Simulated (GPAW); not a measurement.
CuO:

```
CELL_PARAMETERS angstrom
2.83633 0.00000 0.00000
-1.41816 2.45633 0.00000
0.00000 0.00000 2.76811
ATOMIC_POSITIONS crystal
Cu 0.00000 0.00000 0.00000
O 0.66667 0.33333 0.50000
```

Measurements of this composition are mostly on another form, of space group No. 15.

Base run:

| Item | Value |
| --- | --- |
| Program | GPAW 26.7.0 |
| Functional | LDA |
| Potentials or basis | the program's PAW data sets (release 1.2.1) made for this functional |
| Cutoff | 800 eV |
| Basis | pw |
| k mesh | 8 × 8 × 7 |
| Occupations | fermi-dirac, width 0.05 eV |
| Spin | no spin polarisation |

Its results: pressure -15.4 GPa.

Q: The run is repeated on the same cell with these changes: functional from LDA to revPBE. What comes out?

A: Pressure 5.1 GPa.

revPBE binds less tightly than LDA, so the same cell stands under more pressure.

Caveats: an odd number of electrons without spin polarisation forces a metal; a magnetic or distorted state may lie lower; the run has no spin polarisation, though such a crystal can be magnetic.

Not every run made on this cell is shown here.
